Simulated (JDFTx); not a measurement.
GaAs:

```
As Ga
1.0
     0.00000    2.82685    2.82685
     2.82685    0.00000    2.82685
     2.82685    2.82685    0.00000
As Ga
1 1
Direct
  0.75000 0.75000 0.75000
  0.00000 0.00000 0.00000
```

Base run:

* Program: JDFTx 1.7.0 (patched build)
* Functional: PBEsol
* Potentials or basis: PseudoDojo-SR-PBEsol-0.4.1-standard
* Cutoff: 1143 eV
* Density cutoff: 9143 eV
* k mesh: 8 × 8 × 8
* Occupations: fermi-dirac, width 0.05 eV
* Spin: no spin polarisation

Its results: band gap on the k mesh 0.44 eV, direct; pressure 0.3 GPa.

Task: The run is repeated on the same cell with these changes: functional from PBEsol to LDA; potentials or basis from PseudoDojo-SR-PBEsol-0.4.1-standard to PseudoDojo-SR-LDA-0.4.1-standard; cutoff from 1143 eV to 1088 eV; density cutoff from 9143 eV to 8708 eV. What comes out?

Result: Band gap on the k mesh 0.28 eV, direct; pressure -2.1 GPa.

A k mesh can miss the band edges.
